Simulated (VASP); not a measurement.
Wanted: the native input for a VASP 6.6.1 run.

* Task: relaxation of cell and atoms
* Functional: LDA
* Potentials or basis: VASP PAW LDA potentials, release 64 (Se, Zn)
* Cutoff: 600 eV
* k mesh: 8 × 8 × 8
* Occupations: fermi-dirac, width 0.05 eV
* Spin: no spin polarisation
* Further INCAR settings: ALGO = Fast; EDIFF = 1e-06; IBRION = 2; EDIFFG = -0.005; NSW = 40; ISIF = 3

The structure of ZnSe (Stilleite) lies in POSCAR:

```
ZnSe
1.0
    0.0000000000      2.8338000000      2.8338000000
    2.8338000000      0.0000000000      2.8338000000
    2.8338000000      2.8338000000      0.0000000000
Se Zn
1 1
Direct
    0.7500000000      0.7500000000      0.7500000000
    0.0000000000      0.0000000000      0.0000000000
```

The input as run:

INCAR

```
  PREC = Accurate
  ENCUT = 600
  EDIFF = 1E-6
  ISMEAR = -1
  SIGMA = 0.05
  LREAL = F
  LASPH = T
  NELM = 60
  ALGO = Fast
  ISIF = 3
  LWAVE = F
  LCHARG = F
  IBRION = 2
  NSW = 40
  EDIFFG = -0.005
```

KPOINTS

```
Automatic mesh
0
Gamma
  8 8 8
```

Potentials or basis: VASP PAW LDA potentials, release 64 (Se, Zn).

Launch:

```bash
$ cat potpaw_LDA.64/Se/POTCAR potpaw_LDA.64/Zn/POTCAR > POTCAR
$ mpirun -np 1 vasp_std > vasp.out
```

Results of the run:

| Quantity | Value |
| --- | --- |
| Relaxed volume | 21.64 Å³/atom |
| Relaxed cell | a = 3.941 Å, b = 3.941 Å, c = 3.941 Å, α = 60.00°, β = 60.00°, γ = 60.00° |
| Space group after relaxing (to 0.05 Å) | F-43m (No. 216) |
| Energy gained by relaxing | 11.0 meV/atom |
| Ionic steps | 8 |
| Pressure after relaxing | 0.0 GPa |
| Band gap on the k mesh | 1.28 eV, direct |

Wall time 58 s on 1 thread of Intel(R) Xeon(R) Platinum 8259CL CPU @ 2.50GHz (Skylake/Cascade Lake), on a shared host, peak memory 0.17 GiB.
